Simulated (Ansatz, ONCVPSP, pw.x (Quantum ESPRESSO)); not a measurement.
## pw.x on bcc Cl: one setting changed

Potential: optimised norm-conserving Vanderbilt (ONCV), ONCVPSP 4.0.1.1 (patched build), PBE; core [Ne], reference 3s2 3p5; waves: 3s: rc 1.35 bohr, ncon 4, nbas 8, qcut 6.2 1/bohr, 2 projectors, debl 2.1 Ha; 3p: rc 2.34 bohr, ncon 4, nbas 8, qcut 4.9 1/bohr, 3 projectors, debl 2.7 Ha; d scattering state at 0.12 Ha: rc 1.60 bohr, ncon 4, nbas 7, qcut 6.4 1/bohr, 2 projectors, debl 2.8 Ha; local part: polynomial inside 0.95 bohr (lpopt 2, dvloc0 2 Ha); core correction: Teter function, fcfact 3.75, rcfact 1.4.

The reference run (k-mesh 13³, cutoffs 50/200 Ry, Fermi–Dirac 0.01 Ry, mixing_beta 0.4, conv_thr 1e-9, no spin) gives -0.22 GPa at 21.926 Å³/atom, where all-electron LAPW gives -0.18 GPa. This run, with its own iteration cap, changes ecutwfc (ecutrho with it) to 8, a wrong or extreme entry chosen on purpose.

```
&control
  calculation='scf', prefix='x', pseudo_dir='./', outdir='./tmp', tstress=.true., disk_io='none'
/
&system
  ibrav=0, nat=1, ntyp=1, ecutwfc=8, ecutrho=32, nbnd=11,
  occupations='smearing', smearing='fd', degauss=0.01
/
&electrons
  conv_thr=1e-09, mixing_beta=0.4, electron_maxstep=70
/
ATOMIC_SPECIES
Cl 1.0 Cl.UPF
CELL_PARAMETERS angstrom
  -1.76319281 1.76319281 1.76319281
  1.76319281 -1.76319281 1.76319281
  1.76319281 1.76319281 -1.76319281
ATOMIC_POSITIONS crystal
Cl 0.0000 0.0000 0.0000
K_POINTS automatic
13 13 13 0 0 0
```

```bash
pw.x < Cl.scf.in > Cl.scf.out
```

Question: How does the run end?

Answer: It converges in 7 iterations; the free energy moves by +12.45 eV/atom and the pressure by -101.22 GPa. The result is not a property of the crystal.

```
Message from routine setup:
     using ibrav=0 with symmetry is DISCOURAGED, use correct ibrav instead
     lattice parameter (alat)  =       5.7711  a.u.
     unit-cell volume          =     147.9640 (a.u.)^3
     number of electrons       =         7.00
     number of Kohn-Sham states=           11
     kinetic-energy cutoff     =       8.0000  Ry
     charge density cutoff     =      32.0000  Ry
     scf convergence threshold =      1.0E-09
     Exchange-correlation= PBE
     number of k points=    84  Fermi-Dirac smearing, width (Ry)=  0.0100
     negative rho (up, down):  5.679E-04 0.000E+00
     iteration #  1     ecut=     8.00 Ry     beta= 0.40
     total energy              =     -30.64358671 Ry
     estimated scf accuracy    <       0.12851152 Ry
     iteration #  2     ecut=     8.00 Ry     beta= 0.40
     total energy              =     -30.64357701 Ry
     estimated scf accuracy    <       0.02353349 Ry
     iteration #  3     ecut=     8.00 Ry     beta= 0.40
     total energy              =     -30.64726370 Ry
     estimated scf accuracy    <       0.00088528 Ry
     iteration #  4     ecut=     8.00 Ry     beta= 0.40
     total energy              =     -30.64727919 Ry
     estimated scf accuracy    <       0.00000396 Ry
     iteration #  5     ecut=     8.00 Ry     beta= 0.40
     total energy              =     -30.64727962 Ry
     estimated scf accuracy    <       0.00000018 Ry
     iteration #  6     ecut=     8.00 Ry     beta= 0.40
     total energy              =     -30.64727962 Ry
     estimated scf accuracy    <       0.00000001 Ry
     iteration #  7     ecut=     8.00 Ry     beta= 0.40
     the Fermi energy is     2.6224 ev
!    total energy              =     -30.64727962 Ry
     estimated scf accuracy    <          1.5E-10 Ry
     smearing contrib. (-TS)   =      -0.00939879 Ry
     The total energy is F=E-TS. E is the sum of the following terms:
     one-electron contribution =       0.55851128 Ry
     hartree contribution      =       3.00048039 Ry
     xc contribution           =      -7.43741352 Ry
     ewald contribution        =     -26.75945899 Ry
     convergence has been achieved in   7 iterations
          total   stress  (Ry/bohr**3)                   (kbar)     P=    -1014.42
     Message from routine punch:
     Nothing written, as per user request (disk_io='none')
```

The run took about 1.1 s on one core of a shared host (Neoverse-N1, 64 threads, 124 GiB, load 60).
